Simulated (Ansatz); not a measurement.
# Ga: stress in a strained cell

Aim: deform Ga (equal xy, yz and zx engineering shear strains of -2 %) and compute stress, forces and field gradients with LAPW, PAW and all-electron datasets made for the crystal.

Computed with Ansatz 0.2.0 (DFT PBE, scalar-relativistic, unless a step's input says otherwise).

## Step 1: The system as given

The structure is tetragonal, space group I4/mmm (No. 139). The conventional cell has a = 2.808 Å, b = 2.808 Å, c = 4.458 Å, α = 90.00°, β = 90.00°, γ = 90.00°. Ga (site symmetry 4/mmm) has 12 Ga at 2.81 to 2.99 Å as nearest neighbours.

As a file:

```
Ga
1.0
    -1.40400    1.40400    2.22900
     1.40400   -1.40400    2.22900
     1.40400    1.40400   -2.22900
Ga
1
Cartesian
  0.0000 0.0000 0.0000
```

## Step 2: The deformed structure

Space group I4/mmm before, C2/m after.

## Step 3: Full-potential LAPW

File input.yaml:

```yaml
crystal:
  lattice:
    - [-1.44033, 1.39575, 2.229]
    - [1.39575, -1.44033, 2.229]
    - [1.41225, 1.41225, -2.25708]
  atoms:
    - { symbol: Ga, position: [0.0, 0.0, 0.0] }
kpoints:
  mp_grid: { grid: [14, 14, 16] }
  band_path:
    path:
      - [0.0, 0.0, 0.0]
      - [0.5, 0.5, -0.5]
      - [0.1921238373, 0.8078761627, -0.5]
      - [-0.1921238373, 0.1921238373, 0.5]
      - [0.0, 0.0, 0.5]
      - [0.0, 0.0, 0.0]
      - [-0.5, 0.5, 0.0]
      - [0.0, 0.5, 0.0]
      - [0.0, 0.0, 0.0]
    npoints: 5
scf:
  occupations: { method: fermi_dirac, width: 0.05 }
hamiltonian:
  xc: pbe
  pseudopotentials: { kind: all_electron, lapw: { basis_error: 0.00025 } }
output:
  forces: true
  stress: true
  eigenvalues: true
```

Run with:

```console
$ ansatz run input.yaml --threads 1 --pin off --max-ram 3072MiB --backend cpu --events-out ev --progress --plain --runs-dir out
```

## Step 4: PAW on the default files

File input.yaml:

```yaml
crystal:
  lattice:
    - [-1.44033, 1.39575, 2.229]
    - [1.39575, -1.44033, 2.229]
    - [1.41225, 1.41225, -2.25708]
  atoms:
    - { symbol: Ga, position: [0.0, 0.0, 0.0] }
kpoints:
  mp_grid: { grid: [14, 14, 16] }
scf:
  occupations: { method: fermi_dirac, width: 0.05 }
hamiltonian:
  xc: pbe
  pseudopotentials: { kind: paw }
output:
  forces: true
  stress: true
  eigenvalues: true
  efg: { contact_densities: true }
  write_density: true
  write_potential: true
  elf: true
  volumetric_format: npy
```

## Step 5: Datasets made for this crystal

Changes to input.yaml since step 4:

```diff
@@ -13,3 +13,3 @@
   xc: pbe
-  pseudopotentials: { kind: paw }
+  pseudopotentials: { kind: all_electron, datasets: crystal }
 output:
@@ -19,5 +19 @@
   efg: { contact_densities: true }
-  write_density: true
-  write_potential: true
-  elf: true
-  volumetric_format: npy
```

(Steps that only read results are left out.)

Q: Predict the outcome of this session. Wanted: pressure; largest shear or deviatoric stress.

**Answer**, as computed:

```
                                 quantity                                           value
                                 pressure  LAPW 4.39, PAW 4.36, crystal datasets 4.39 GPa
largest shear or deviatoric stress (LAPW)                                        0.56 GPa
```

The largest part of the stress beyond the pressure is 0.56 GPa in size, in the zz component. No run of the undeformed cell stands beside it, so the pressure holds what the given cell had before the change. PAW: stress within 0.02 GPa of LAPW. Crystal datasets: stress within 0.01 GPa of LAPW.
